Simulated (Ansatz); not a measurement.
Formation energy of PbO (WC-type structure)

Computed with Ansatz (plane waves, PAW, 420 eV cutoff): PBE, scalar-relativistic, no spin polarisation, 12×12×10 k-mesh, Gaussian smearing of 0.05 eV; PAW files: Ansatz's generated set soft_2.

The start was a prototype's sites filled with these elements. The Crystallography Open Database lists the compound in space groups Pbcm, P4/nmm, so this is a trial structure.

Symmetry: P-6m2, No. 187, hexagonal system. The conventional cell has a = 3.568 Å, b = 3.568 Å, c = 3.295 Å, α = 90.00°, β = 90.00°, γ = 120.00°. Around Pb (site symmetry -6m2) lie 6 O at 2.64 Å. O (site symmetry -6m2) is surrounded by 6 Pb at 2.64 Å. (Shells end 15 % past the nearest neighbour.)

The elements were computed in their standard states (gases as isolated molecules) with the same datasets, cutoff and functional. Total energies depend on the potentials used, so only differences within one code and one set of settings carry meaning.

Energy of the relaxed cell (2 atoms, smearing extrapolated to zero): -12472.980 eV. Elements, in eV/atom: Pb -11906.418, O -564.968.

Task: What is the formation energy?

Result: [-12472.980 − (1 × -11906.418 + 1 × -564.968)] / 2 = -0.80 eV/atom, or -77 kJ per mole of atoms.

The value is for 0 K, without zero-point energy and without any correction for the binding of gas molecules. Uncorrected semilocal values for oxides, chalcogenides and halides often miss by tenths of an eV an atom. A negative value shows stability against the elements alone, not against other compounds or structures.

These numbers lack spin–orbit coupling. A displaced or strained copy of the relaxed cell lay 3.2 meV/atom lower, so the structure isn't a true minimum at this level, unless the mesh, which matters in a metal, makes it so.
